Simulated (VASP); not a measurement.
Runs of VASP 6.6.1 on InP. Symmetry: F-43m, No. 216, cubic system. The conventional cell has a = 5.868 Å, b = 5.868 Å, c = 5.868 Å, α = 90.00°, β = 90.00°, γ = 90.00°. In (site symmetry -43m) is surrounded by 4 P at 2.54 Å. Around P (site symmetry -43m) lie 4 In at 2.54 Å. The cell was built by a generator and isn't the measured one.

```csv
cell,P gpa,target pressure,gap on the mesh (eV),pressure (GPa)
relaxed,0,-,(a),0.0
relaxed to 5 GPa,5,5 GPa,0.93,5.0
relaxed to 8.2 GPa,8.2,8.2 GPa,1.10,8.2
relaxed to 2.5 GPa,2.5,2.5 GPa,0.78,2.5
```

Alike in all rows: task relaxation of cell and atoms; level LDA; potentials or basis VASP PAW LDA potentials, release 64 (In_d, P); no spin polarisation; k mesh 10 × 10 × 10; cutoff (eV) 600; smearing fermi-dirac 0.05 eV.

Question: Fill in the values left out.

Answer: (a) 0.60.

Caveats: spin-orbit coupling is left out, which moves the levels of the heavy elements; the cell is relaxed towards a set pressure, so the enthalpy falls and the energy may rise (some runs).

A k mesh can miss the band edges, and the runs leave out spin-orbit coupling on In.
